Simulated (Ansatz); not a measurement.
Runs of Ansatz 0.2.0 on Nb. The structure is cubic, space group Im-3m (No. 229). The conventional cell has a = 3.328 Å, b = 3.328 Å, c = 3.328 Å, α = 90.00°, β = 90.00°, γ = 90.00°. Nb (site symmetry m-3m) is surrounded by 8 Nb at 2.88 Å. 

| level | cutoff (eV) | gap on the mesh (eV) | pressure (GPa) |
| --- | --- | --- | --- |
| PBE | 420 | none | (a) |
| PBE0 | 420 | none | -9.3 |
| HSE06 | 420 | none | -9.2 |
| LDA | 420 | none | -14.8 |
| PBEsol | 420 | none | -11.1 |
| revPBE | 420 | none | -3.2 |
| RPBE | 420 | none | -2.4 |
| r2SCAN | 500 | none | -6.7 |
| BLYP | 420 | none | (c) |
| r2SCAN0 | 500 | none | (b) |

Alike in all rows: task projected density of states; potentials or basis Ansatz PAW; no spin polarisation; cell as given; k mesh 6 × 6 × 6; smearing fermi-dirac 0.05 eV; the mesh is coarse, so values aren't converged.

Task: Fill in the values left out.

Result: (a) -5.3; (b) -9.9; (c) 1.0.

Caveats: all runs use coarse meshes; the PAW data sets come from PBE, with cores solved anew for the run's functional, which leaves a small shift of forces and pressure (some runs); the thresholds are loose for stress (some runs).

A k mesh can miss the band edges, and the runs leave out spin-orbit coupling on Nb.

A gap of «none» marks a metal or a gap under the smearing width.
